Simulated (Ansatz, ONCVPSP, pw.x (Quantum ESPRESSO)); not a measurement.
**silver (Ag) (bcc): variants of one ONCV potential in the solid**

ONCVPSP 4.0.1.1 (patched build) input, shortened (lines: element, Z, core and valence counts, functional; n l f; lmax; l rc ep ncon nbas qcut; lloc lpopt rc5 dvloc0; l nproj debl; icmod fcfact rcfact), PBE, scalar-relativistic:

```
  Ag 47.00    8    2        4      upf
    1    0    2.00
    2    0    2.00
    2    1    6.00
    3    0    2.00
    3    1    6.00
    3    2   10.00
    4    0    2.00
    4    1    6.00
    4    2   10.00
    5    0    1.00
    2
    0    2.75    0.00    4    7    2.20
    1    2.40    0.24    4    8    3.20
    2    1.55    0.00    5   10   11.90
    4    5    1.20    6.00
    0    2    3.10
    1    1    1.60
    2    2    0.30
    0    0.00    0.00
```

Crystal test: bcc Ag in pw.x 7.5, no spin, 14³ k-points, Fermi–Dirac smearing 0.01 Ry, cutoffs set for each file from its atomic test. The reference is all-electron LAPW (Ansatz 0.2.0) with the same functional, mesh and smearing; V0 and B0 come from Birch–Murnaghan fits to the pressures at five volumes. Errors are pseudo minus all-electron; Δ is the rms difference of the E(V) curves that follow from these fits, minima aligned, over ±6 % about the mean V0. Mesh and smearing are coarse, so the numbers serve the comparison and aren't converged zero-temperature values; the lattice is a test structure that the element need not adopt.

All-electron: a0 = 3.302 Å (V0 = 18.01 Å³/atom), B0 = 87.5 GPa.

Base: This is a poor potential for the solid. The generator flags a localised state at positive energy (p at 15 eV, s at 24 eV). Atomic configuration tests: 1 of 4 tests not solved or not reliable.

2 further variants are left out: they gave no file fit for a test, a broken result, the same result as the base, or pressures whose basis-set error rivals the error shown.

| change | cutoffs (Ry) | pw.x | a0 (Å) | a0 error (%) | B0 error (%) | Δ (meV/atom) | mean pressure error (GPa) |
| --- | --- | --- | --- | --- | --- | --- | --- |
| base | 95/380 | converged | 3.253 | -1.50 | +13.1 | 16.3 | -4.01 |
| all radii scaled by about 1.17 (s 3.22, p 2.80, d 1.82 bohr); local potential polynomial inside 1.40 bohr (lpopt 5, dvloc0 6 Ha) | 85/340 | converged; energies reset by the program | 3.283 | -0.59 | +6.4 | 6.2 | -1.58 |
| s: ncon 3, nbas 6 | 95/380 | converged | 3.258 | -1.36 | +11.3 | 14.6 | -3.61 |
| s: nbas 9 | 95/380 | converged | 3.252 | -1.53 | +13.3 | 16.6 | -4.08 |
